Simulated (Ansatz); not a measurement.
Input of an Ansatz 0.2.0 run:

input.yaml

```yaml
crystal:
  lattice:
    - [2.4480228978, 0.0, 0.0]
    - [-1.2240114489, 2.1200500186, 0.0]
    - [0.0, 0.0, 4.07280757]
  atoms:
    - { symbol: Ni, position: [0.6666666667, 0.3333333333, 0.75], spin: 1.0 }
    - { symbol: Ni, position: [0.3333333333, 0.6666666667, 0.25], spin: 1.0 }
hamiltonian:
  xc: lda
  pseudopotentials: { kind: paw }
magnetization:
  spin_polarized: true
kpoints:
  mp_grid: { grid: [12, 12, 7] }
  band_path:
    path:
      - [[0.0, 0.0, 0.0], [0.5, 0.0, 0.0], [0.3333333333, 0.3333333333, 0.0], [0.0, 0.0, 0.0], [0.0, 0.0, 0.5], [0.5, 0.0, 0.5], [0.3333333333, 0.3333333333, 0.5], [0.0, 0.0, 0.5]]
      - [[0.5, 0.0, 0.5], [0.5, 0.0, 0.0]]
      - [[0.3333333333, 0.3333333333, 0.0], [0.3333333333, 0.3333333333, 0.5]]
    npoints: 14
scf:
  occupations: { method: fermi_dirac, width: 0.05 }
  n_extra_bands: 6
output:
  forces: true
  stress: true
  eigenvalues: true
  fatbands: false
  write_density: true
  write_potential: true
  elf: true
  volumetric_format: npy
```

Potentials or basis: Ansatz PAW.

The run is started by

```sh
$ ansatz run input.yaml --threads 2 --pin off --max-ram 5632MiB --backend cpu --events-out ev --progress --plain --runs-dir out
```

**Question.** What does it give for the absolute moment?

**Answer.** 1.36 μB per cell.

**Question.** Estimate the net moment.

**Answer.** 1.24 μB per cell.

**Question.** Predict the pressure.

**Answer.** -10.9 GPa.

**Question.** Estimate the band gap on the k mesh.

**Answer.** None (metal or under the smearing width).

Stress tensor (GPa, compression positive):
```
 -9.69   0.00   0.00
  0.00  -9.69   0.00
  0.00   0.00 -13.27
```

Caveat: the PAW data sets come from PBE, with cores solved anew for the run's functional, which leaves a small shift of forces and pressure.
